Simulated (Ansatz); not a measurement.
## What settings do to one calculation: (001) slab of rocksalt LiH, 13.9 Å thick as cut, bare faces

Ansatz (PAW, plane waves), atoms fixed. The base input:

```yaml
crystal:
  lattice:
    - [1.989985, 1.989985, 0.000000]
    - [-1.989985, 1.989985, 0.000000]
    - [0.000000, 0.000000, 26.929892]
  atoms:
    - { symbol: H, position: [0.505647, 0.499347, 0.242457] }
    - { symbol: H, position: [0.487050, 0.495340, 0.390901] }
    - { symbol: H, position: [0.505811, 0.502300, 0.536875] }
    - { symbol: H, position: [0.496379, 0.493740, 0.684489] }
    - { symbol: H, position: [0.991231, 0.996002, 0.315648] }
    - { symbol: H, position: [0.002163, 0.005829, 0.463347] }
    - { symbol: H, position: [0.008425, 0.001875, 0.610340] }
    - { symbol: H, position: [0.994013, 0.008417, 0.759108] }
    - { symbol: Li, position: [0.007981, 0.998133, 0.240856] }
    - { symbol: Li, position: [0.992675, 0.991685, 0.389383] }
    - { symbol: Li, position: [0.999701, 0.991429, 0.537315] }
    - { symbol: Li, position: [0.986829, 0.999500, 0.683907] }
    - { symbol: Li, position: [0.503454, 0.509307, 0.315592] }
    - { symbol: Li, position: [0.487248, 0.487036, 0.462640] }
    - { symbol: Li, position: [0.495622, 0.500742, 0.610293] }
    - { symbol: Li, position: [0.501873, 0.518168, 0.759072] }
kpoints:
  mp_grid: { grid: [4, 4, 1] }
hamiltonian:
  xc: pbesol
scf:
  occupations: { method: fermi_dirac, width: 0.01 }
output:
  forces: true
  eigenvalues: true
  stress: true
  populations: true
  write_density: true
  write_potential: true
  elf: true
  volumetric_format: npy
```

Command:

```sh
ansatz run in.yaml --threads 8 --pin off --max-ram 13300MiB --runs-dir r --events-out ev --progress --plain
```

It converged in 8 iterations and 0.5 s of wall time on 8 threads of an EPYC 9R45 processor, on a host shared with other runs; peak host memory 0.61 GiB; largest force component 0.26 eV/Å, pressure -0.25 GPa. The cutoff was the default, 420 eV. The base isn't a converged reference: it has few k points, and its atoms are unrelaxed. Each run below changes the keys shown and caps the iterations.

```csv
run,changed,ending,iterations,free energy less the base (meV per atom),rms change of forces (eV/Å),change of pressure (GPa),"wall time (s, shared host)"
1,"initial_magnetization 8, max_iter 80",converged,17,0.0,0.000,0.00,1.3 CPU
2,"occupations methfessel_paxton, max_iter 80",converged,8,0.0,0.000,0.00,0.4 CPU
3,"max_iter 100, total_charge 6",converged,31,other zero,5.711,37.45,1.9 CPU
4,"ecutrho_ratio 1, max_iter 50",converged,9,-10.8,0.025,0.80,0.5 CPU
5,"max_iter 60, total_charge -2",converged,40,other zero,0.257,-6.73,2.6 CPU
6,"occupations tetrahedron, max_iter 50",converged,10,0.0,0.000,0.00,0.6 CPU
7,"max_iter 4, mixing algorithm anderson, xc rpbe",not converged,–,–,–,–,–
8,"initial_magnetization 4, xc_grid 1 (2 is the default), max_iter 100",converged,17,0.0,0.001,0.00,1.3 CPU
9,"mixing algorithm broyden, max_iter 60, k points the single k point (½, ½, ½)",converged,8,2465.2,0.553,26.23,0.2 CPU
10,"occupations gaussian, max_iter 6",not converged,–,–,–,–,–
```

«Other zero»: another functional, charge or dispersion term moves the zero of energy, so the difference says nothing of accuracy.

Problem. Which changes leave the result alone, and which of the same physical model moves the forces most?

Solution. The forces move by under 0.002 eV/Å in runs 1, 2, 6, 8. Run 9 (mixing algorithm broyden, max_iter 60, k points the single k point (½, ½, ½)) moves them most among the runs with the same functional, charge and dispersion term, by 0.553 eV/Å.

Problem. Why did some runs give no result?

Solution. - run 7: did not converge after 4 iterations: dr2 = 8.87e-5 (threshold 1.00e-7), under the density mixer `anderson`;
- run 10: did not converge after 6 iterations: dr2 = 4.99e-6 (threshold 1.00e-7), under the density mixer `msr1`, which `scf.mixing.algorithm: auto` chose by the deck's other keys (type `scf.mixing.algorithm: msr1` to keep it);
